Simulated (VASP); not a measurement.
# InAs (F-43m) under biaxial strain in the (110) plane

Strain engineering needs slopes: what does biaxial strain in the (110) plane do to the lattice and the band edges of InAs?

Program: VASP 6.6.1. Level of theory: PBEsol; plane waves and PAW (In_d, As), in the first sound run; inputs show where later runs differ. Results are calculated unless marked as measured.

### 1. The structure

It takes space group F-43m (No. 216, cubic). The conventional cell has a = 6.058 Å, b = 6.058 Å, c = 6.058 Å, α = 90.00°, β = 90.00°, γ = 90.00°. Nearest to In lie 4 As at 2.62 Å. Nearest to As lie 4 In at 2.62 Å. Farther neighbours are not listed.

Structure file:

```xyz
2
Lattice="0.0000 3.0290 3.0290 3.0290 0.0000 3.0290 3.0290 3.0290 0.0000" Properties=species:S:1:pos:R:3 pbc="T T T"
In    0.0000    0.0000    0.0000
As    1.5145    1.5145    1.5145
```

### 2. Relax the crystal, PBEsol

The series starts from the cell that this level prefers, so that zero strain is near zero stress.

This step took 2 runs in a row; the last is shown.

Level: PBEsol; plane waves and PAW (In_d, As).

INCAR reads:

```
SYSTEM = InAs
PREC = Accurate
ENCUT = 450
EDIFF = 1E-07
NELM = 120
ISMEAR = 0
SIGMA = 0.02
LREAL = .FALSE.
ALGO = Normal
GGA = PS
NBANDS = 15
LASPH = .TRUE.
LORBIT = 11
LWAVE = .FALSE.
LCHARG = .FALSE.
KPAR = 8
IBRION = 2
NSW = 40
ISIF = 3
EDIFFG = -0.005
POTIM = 0.4
```

POSCAR reads:

```
InAs
1.0
    0.0000000000      3.0456045430      3.0456045430
    3.0456045430      0.0000000000      3.0456045430
    3.0456045430      3.0456045430      0.0000000000
In As
1 1
Direct
    0.0000000000      0.0000000000      0.0000000000
    0.2500000000      0.2500000000      0.2500000000
```

KPOINTS reads:

```
Automatic mesh
0
Gamma
9 9 9
0 0 0
```

Potentials, in the order of the species: In_d and As (PBE family, release 64).

Command:

```sh
$ mpirun -np 8 vasp_std
```

What it wrote:

```text
[banner, memory and clock lines left out]
running    8 mpi-ranks, on    1 nodes
[...]
|                                                                             |
|           W    W    AA    RRRRR   N    N  II  N    N   GGGG   !!!           |
|           W    W   A  A   R    R  NN   N  II  NN   N  G    G  !!!           |
|           W    W  A    A  R    R  N N  N  II  N N  N  G       !!!           |
|           W WW W  AAAAAA  RRRRR   N  N N  II  N  N N  G  GGG   !            |
|           WW  WW  A    A  R   R   N   NN  II  N   NN  G    G                |
|           W    W  A    A  R    R  N    N  II  N    N   GGGG   !!!           |
|                                                                             |
|     For optimal performance we recommend to set                             |
|       NCORE = 2 up to number-of-cores-per-socket                            |
|     NCORE specifies how many cores store one orbital (NPAR=cpu/NCORE).      |
|     This setting can greatly improve the performance of VASP for DFT.       |
[...]
|     You enforced a specific xc type in the INCAR file but a different       |
|     [... a line on the potential file left out ...]
|     I HOPE YOU KNOW WHAT YOU ARE DOING!                                     |
|                                                                             |

 LDA part: xc-table for (Slater+PW92), standard interpolation
 POSCAR, INCAR and KPOINTS ok, starting setup
[...]
entering main loop
       N       E                     dE             d eps       ncg     rms          rms(c)
DAV:   1     0.105999339067E+03    0.10600E+03   -0.77527E+03  1050   0.116E+03
DAV:   2    -0.172912698449E+01   -0.10773E+03   -0.10374E+03  1127   0.283E+02
DAV:   3    -0.860209019903E+01   -0.68730E+01   -0.68405E+01  1372   0.745E+01
DAV:   4    -0.877300027284E+01   -0.17091E+00   -0.17088E+00  1349   0.133E+01
[...]
DAV:  12    -0.848898196079E+01    0.26862E-08   -0.57608E-06  1183   0.252E-02    0.840E-03
DAV:  13    -0.848898207491E+01   -0.11412E-06   -0.11745E-06  1407   0.598E-03    0.393E-03
DAV:  14    -0.848898201898E+01    0.55927E-07   -0.64297E-08   967   0.256E-03
   1 F= -.84889820E+01 E0= -.84889609E+01  d E =-.848898E+01
[...]
reached required accuracy - stopping structural energy minimisation
```

Run time: 11 s. Hardware: 8 MPI ranks of AMD EPYC 7R13 (Zen 3), shared host; peak memory 1.3 GiB.

Lines that name or quote the potential files are left out of all logs, and their timing lines are given in words.

Parts of OUTCAR (step 2):

```text
  Total        0.0020639      0.0020639      0.0020639      0.0000000      0.0000000     -0.0000000
  in kB        0.0585260      0.0585260      0.0585260      0.0000000      0.0000000     -0.0000000
  external PRESSURE =       0.0585260 kB  Pullay stress =       0.0000000 kB

 POSITION                                       TOTAL-FORCE (eV/Angst)
 -----------------------------------------------------------------------------------
      0.00000      0.00000      0.00000        -0.000000     -0.000000     -0.000000
      1.52280      1.52280      1.52280         0.000000      0.000000      0.000000
 -----------------------------------------------------------------------------------
    total drift:                                0.000000      0.000000      0.000000

  FREE ENERGIE OF THE ION-ELECTRON SYSTEM (eV)
  ---------------------------------------------------
  free  energy   TOTEN  =        -8.4889820190 eV

  energy  without entropy=       -8.4889396974  energy(sigma->0) =       -8.48896086

 reached required accuracy - stopping structural energy minimisation

[... 3 further parts left out ...]
[key lines of the parts left out:]
E-fermi :   4.1613
```

This run gave:

| Quantity | Value |
| --- | --- |
| energy(sigma→0) of the program | -8.4890 eV |
| stress, compression positive | 0.01 along [110], 0.01 across it (mean), GPa |
| volume | 56.500 Å³ |
| ionic steps | 1 |

### 3. Strain along the normal, PBEsol

One member in full: the plane is strained by -2 %, and the strain along the normal is moved by secant steps until the normal stress is under 0.012 GPa or five steps are spent; the atoms relax at each step.

This step took 3 runs, each at a new trial strain with the atoms of the one before; the last is shown.

Level: PBEsol; plane waves and PAW (In_d, As); cell typed or built by script.

INCAR: that of step 2 with these lines changed.

```diff
@@ -15,7 +15,7 @@
 LCHARG = .FALSE.
-KPAR = 8
-IBRION = 2
-NSW = 40
-ISIF = 3
-EDIFFG = -0.005
-POTIM = 0.4
+KPAR = 2
+IBRION = 1
+NSW = 25
+ISIF = 2
+EDIFFG = -0.004
+POTIM = 0.3
```

POSCAR reads:

```
InAs
1.0
    0.0543823640      3.0390748160      2.9846924520
    3.0390748160      0.0543823640      2.9846924520
    3.0934571800      3.0934571800      0.0000000000
In As
1 1
Direct
    0.0032959543      0.0032959543      0.9967040457
    0.2467040457      0.2467040457      0.2532959543
```

KPOINTS is that of step 2.

Command:

```sh
$ mpirun -np 2 vasp_std
```

What it wrote:

```text
[banner, memory and clock lines left out]
running    2 mpi-ranks, on    1 nodes
[...]
[... a notice as in an earlier step ...]

 LDA part: xc-table for (Slater+PW92), standard interpolation
 POSCAR, INCAR and KPOINTS ok, starting setup
[...]
entering main loop
       N       E                     dE             d eps       ncg     rms          rms(c)
DAV:   1     0.107914273416E+03    0.10791E+03   -0.76694E+03  3771   0.116E+03
DAV:   2    -0.154634938700E+01   -0.10946E+03   -0.10555E+03  4058   0.288E+02
DAV:   3    -0.859465303739E+01   -0.70483E+01   -0.70095E+01  4891   0.757E+01
DAV:   4    -0.876600050987E+01   -0.17135E+00   -0.17130E+00  4530   0.133E+01
[...]
DAV:  12    -0.847377618249E+01    0.34200E-06   -0.62290E-06  4403   0.302E-02    0.695E-03
DAV:  13    -0.847377626428E+01   -0.81792E-07   -0.12913E-06  5080   0.627E-03    0.305E-03
DAV:  14    -0.847377617901E+01    0.85271E-07   -0.69883E-08  3563   0.270E-03
   1 F= -.84737762E+01 E0= -.84737699E+01  d E =-.847378E+01
 BRION: g(F)=  0.196E-08 g(S)=  0.000E+00
 reached required accuracy - stopping structural energy minimisation
```

Wall time 79 s (2 MPI ranks); peak memory 0.4 GiB.

OUTCAR, selected parts (step 3):

```text
  Total        0.4328526      0.4328526      0.6290407     -0.4315787      0.0000000     -0.0000000
  in kB       12.5828018     12.5828018     18.2858866    -12.5457694      0.0000000     -0.0000000
  external PRESSURE =      14.4838301 kB  Pullay stress =       0.0000000 kB

 POSITION                                       TOTAL-FORCE (eV/Angst)
 -----------------------------------------------------------------------------------
      3.09346      3.09346      0.01967        -0.000000     -0.000000      0.000184
      1.54673      1.54673      1.47267         0.000000      0.000000     -0.000184
 -----------------------------------------------------------------------------------
    total drift:                               -0.000000     -0.000000      0.000004

  FREE ENERGIE OF THE ION-ELECTRON SYSTEM (eV)
  ---------------------------------------------------
  free  energy   TOTEN  =        -8.4737761790 eV

  energy  without entropy=       -8.4737635696  energy(sigma->0) =       -8.47376987

[... 1 part as in an earlier step ...]

[... 3 further parts left out ...]
[key lines of the parts left out:]
E-fermi :   4.4818
```

Read from the output:

```
energy(sigma→0) of the program : -8.4738 eV
stress, compression positive   : 0.00 along [110], 2.17 across it (mean), GPa
ionic steps                    : 1
```

### 4. Band edges, TB-mBJ with spin-orbit coupling

Short lines in KPOINTS_OPT sample the zone centre along and across the normal of the plane, for masses, and the other valleys.

Level: TB-mBJ, spin-orbit coupling; plane waves and PAW (In_d, As); cell typed or built by script.

TB-mBJ has no energy functional, so the total energy, stress and pressure in this output mean nothing.

INCAR reads:

```
SYSTEM = InAs
PREC = Accurate
ENCUT = 450
EDIFF = 1E-06
NELM = 150
ISMEAR = 0
SIGMA = 0.02
LREAL = .FALSE.
ALGO = Normal
METAGGA = MBJ
LASPH = .TRUE.
LNONCOLLINEAR = .TRUE.
MAGMOM = 0 0 0 0 0 0
NBANDS = 28
GGA_COMPAT = .FALSE.
LSORBIT = .TRUE.
LWAVE = .FALSE.
LCHARG = .FALSE.
KPAR = 2
```

POSCAR is that of step 3.

KPOINTS reads:

```
Automatic mesh
0
Gamma
7 7 7
0 0 0
```

KPOINTS_OPT reads:

```
Line mode
6
Line-mode
Reciprocal
  0.00000000   0.00000000   0.00000000
  0.01740681   0.01740681   0.03481362

  0.00000000   0.00000000   0.00000000
 -0.01679480   0.01679480   0.00000000

  0.31000000   0.31000000   0.00000000
  0.50000000   0.50000000   0.00000000

  0.00000000   0.31000000   0.31000000
  0.00000000   0.50000000   0.50000000

  0.45000000   0.45000000   0.45000000
  0.50000000   0.50000000   0.50000000

  0.45000000   0.00000000   0.00000000
  0.50000000   0.00000000   0.00000000

  0.42500000   0.42500000   0.00000000
  0.42543276   0.44918419   0.02461695

  0.50000000   0.50000000   0.50000000
  0.48320520   0.51679480   0.50000000
```

Command:

```sh
$ mpirun -np 2 vasp_ncl
```

What it wrote:

```text
[banner, memory and clock lines left out]
running    2 mpi-ranks, on    1 nodes
[...]
[... a notice as in an earlier step ...]

 LDA part: xc-table for (None), standard interpolation
 POSCAR, INCAR and KPOINTS ok, starting setup
[...]
entering main loop
       N       E                     dE             d eps       ncg     rms          rms(c)
DAV:   1     0.547428427640E+03    0.54743E+03   -0.72730E+03  6276   0.126E+03
DAV:   2     0.409508437939E+03   -0.13792E+03   -0.13260E+03  6320   0.332E+02
DAV:   3     0.395879309348E+03   -0.13629E+02   -0.13412E+02  7928   0.121E+02
DAV:   4     0.395353304862E+03   -0.52600E+00   -0.52482E+00  7652   0.244E+01
[...]
DAV:  26     0.397358633592E+03   -0.66742E-04   -0.23909E-08  3244   0.133E-03    0.541E-04
DAV:  27     0.397358623231E+03   -0.10361E-04   -0.94175E-09  3216   0.142E-03    0.550E-04
DAV:  28     0.397358622712E+03   -0.51882E-06   -0.27913E-09  3196   0.592E-04
   1 F= 0.39735862E+03 E0= 0.39735862E+03  d E =-.270927E-20  mag=    -0.0000     0.0000     0.0000
 Start KPOINTS_OPT (optional k-point list driver)
k-point batch [1-48\48]
       N       E                     dE             ncg
DAV:   1     0.293574813402E+04   -0.13973E+05     2688
DAV:   2    -0.367116077091E+04   -0.66069E+04     2744
DAV:   3    -0.442532119875E+04   -0.75416E+03     3360
DAV:   4    -0.445677916336E+04   -0.31458E+02     3280
[...]
DAV:   8    -0.445930730376E+04   -0.24472E-04     4044
DAV:   9    -0.445930730480E+04   -0.10389E-05     2332
DAV:  10    -0.445930730498E+04   -0.17308E-06     2016
```

Wall time 17 min (2 MPI ranks); peak memory 1.1 GiB.

OUTCAR, selected parts (step 4):

```text
  LATTYP: Found a body centered orthorhombic cell.
 ALAT       =     4.2209925451
 B/A-ratio  =     1.0364408494
 C/A-ratio  =     1.4142135624

 Subroutine GETGRP returns: Found  4 space group operations
 (whereof  4 operations were pure point group operations)

The static configuration has the point symmetry C_2v.

 Found    112 irreducible k-points:

   k-points           NKPTS =    112   k-points in BZ     NKDIM =    112   number of bands    NBANDS=     28

   dimension x,y,z NGX =    30 NGY =   30 NGZ =   30
   dimension x,y,z NGXF=    60 NGYF=   60 NGZF=   60

   ENCUT  =  450.0 eV  33.07 Ry    5.75 a.u.   7.37  7.37  7.57*2*pi/ulx,y,z

   NELECT =      18.0000    total number of electrons

 E-fermi :   4.8536

 k-point     1 :       0.0000    0.0000    0.0000
  band No.  band energies     occupation
    ...
     14       4.2994      1.00000
     15       4.6132      1.00000
     16       4.6132      1.00000
     17       4.7319      1.00000
     18       4.7319      1.00000
     19       5.2672      0.00000
     20       5.2672      0.00000
     21       8.5882      0.00000
     22       8.5882      0.00000
     23       8.9739      0.00000
    ...

 k-point     2 :       0.1429    0.0000    0.0000
  band No.  band energies     occupation
    ...
     14       2.8264      1.00000
     15       4.1290      1.00000
     16       4.1305      1.00000
     17       4.4308      1.00000
     18       4.4360      1.00000
     19       6.3026      0.00000
     20       6.3092      0.00000
     21       8.9784      0.00000
     22       8.9862      0.00000
     23       9.2933      0.00000
    ...

  Total      -63.0706717    -63.0706717    -62.7213088     -0.4822885      0.0000000      0.0000000
  in kB    -1833.4317996  -1833.4317996  -1823.2760017    -14.0198782      0.0000000      0.0000000
  external PRESSURE =   -1830.0465336 kB  Pullay stress =       0.0000000 kB

 POSITION                                       TOTAL-FORCE (eV/Angst)
 -----------------------------------------------------------------------------------
      3.09346      3.09346      0.01967         0.000000      0.000000     -0.182302
      1.54673      1.54673      1.47267        -0.000000     -0.000000      0.182302
 -----------------------------------------------------------------------------------
    total drift:                               -0.000000     -0.000000     -0.182872

  FREE ENERGIE OF THE ION-ELECTRON SYSTEM (eV)
  ---------------------------------------------------
  free  energy   TOTEN  =       397.3586227118 eV

  energy  without entropy=      397.3586227118  energy(sigma->0) =      397.35862271

 Spin-Orbit-Coupling matrix elements
 Ion:    1  E_soc:     -0.0669901
 Ion:    2  E_soc:     -0.0234037

[... 1 part as in an earlier step ...]

[... 7 further parts left out ...]
```

### 5. Band edges, r2SCAN with spin-orbit coupling

Short lines in KPOINTS_OPT sample the zone centre along and across the normal of the plane, for masses, and the other valleys.

Level: r2SCAN, spin-orbit coupling; plane waves and PAW (In_d, As); cell typed or built by script.

INCAR: that of step 4 with these lines changed.

```diff
@@ -4,3 +4,3 @@
 EDIFF = 1E-06
-NELM = 150
+NELM = 100
 ISMEAR = 0
@@ -9,3 +9,3 @@
 ALGO = Normal
-METAGGA = MBJ
+METAGGA = R2SCAN
 LASPH = .TRUE.
```

POSCAR is that of step 4.

KPOINTS is that of step 4.

KPOINTS_OPT is that of step 4.

Command:

```sh
$ mpirun -np 2 vasp_ncl
```

What it wrote:

```text
[... set-up lines as in an earlier step ...]
 entering main loop
       N       E                     dE             d eps       ncg     rms          rms(c)
DAV:   1     0.117251915803E+03    0.11725E+03   -0.75654E+03  6276   0.131E+03
DAV:   2    -0.258336473171E+02   -0.14309E+03   -0.13759E+03  6316   0.347E+02
DAV:   3    -0.408400983975E+02   -0.15006E+02   -0.14751E+02  7848   0.128E+02
DAV:   4    -0.414370881733E+02   -0.59699E+00   -0.59540E+00  7472   0.266E+01
[...]
DAV:  11    -0.380784719178E+02   -0.62803E-05   -0.71494E-05  7904   0.108E-01    0.848E-02
DAV:  12    -0.380784804396E+02   -0.85217E-05   -0.25185E-05  6508   0.690E-02    0.857E-03
DAV:  13    -0.380784804820E+02   -0.42435E-07   -0.12518E-06  6888   0.149E-02
   1 F= -.38078480E+02 E0= -.38078480E+02  d E =-.115004E-06  mag=     0.0000     0.0000     0.0000
 Start KPOINTS_OPT (optional k-point list driver)
k-point batch [1-48\48]
       N       E                     dE             ncg
DAV:   1     0.283130816192E+04   -0.14077E+05     2688
DAV:   2    -0.402730473742E+04   -0.68586E+04     2708
DAV:   3    -0.478846260357E+04   -0.76116E+03     3360
DAV:   4    -0.482010736319E+04   -0.31645E+02     3236
DAV:   5    -0.482185168693E+04   -0.17443E+01     4492
DAV:   6    -0.482187185944E+04   -0.20173E-01     3372
DAV:   7    -0.482187289951E+04   -0.10401E-02     4432
DAV:   8    -0.482187291216E+04   -0.12654E-04     2996
DAV:   9    -0.482187291266E+04   -0.50507E-06     2036
```

The job ended after 41 min (2 MPI ranks; peak memory 1.1 GiB; 82 min of CPU time).

OUTCAR, selected parts (step 5):

```text
  Total        0.6441838      0.6441838      0.8458405     -0.4640999      0.0000000     -0.0000000
  in kB       18.7260901     18.7260901     24.5881445    -13.4911447      0.0000000     -0.0000000
  external PRESSURE =      20.6801082 kB  Pullay stress =       0.0000000 kB

 POSITION                                       TOTAL-FORCE (eV/Angst)
 -----------------------------------------------------------------------------------
      3.09346      3.09346      0.01967         0.000000      0.000000     -0.008838
      1.54673      1.54673      1.47267        -0.000000     -0.000000      0.008838
 -----------------------------------------------------------------------------------
    total drift:                               -0.000001     -0.000001     -0.000097

  FREE ENERGIE OF THE ION-ELECTRON SYSTEM (eV)
  ---------------------------------------------------
  free  energy   TOTEN  =       -38.0784804820 eV

  energy  without entropy=      -38.0784803670  energy(sigma->0) =      -38.07848042

[... 2 parts as in an earlier step ...]

[... 1 further part left out ...]
[key lines of the parts left out:]
E-fermi :   4.5273
```

This run gave:

- energy(sigma→0) of the program: -38.0785 eV
- stress, compression positive: 0.52 along [110], 2.84 across it (mean), GPa

The run ends at a pressure of 2.07 GPa, with forces up to 0.0088 eV/Å.

(Continued in part 2 of 2.)

[Lines on the potential files, build, host, timing and source positions are cut from VASP's logs without a mark.]

[Logs are printed without paths, hosts, clocks, repeated set-up lines and the standing remarks that a program may print on its own settings, such as how far it seeks lower states.]

[Hosts, paths, dates, database ids (printed as entryN), source tags and the programs' standing remarks are cut or masked in the printed files.]

[In band tables of VASP the shares of atoms and orbitals are scaled to a sum of 1 inside the atoms' spheres.]
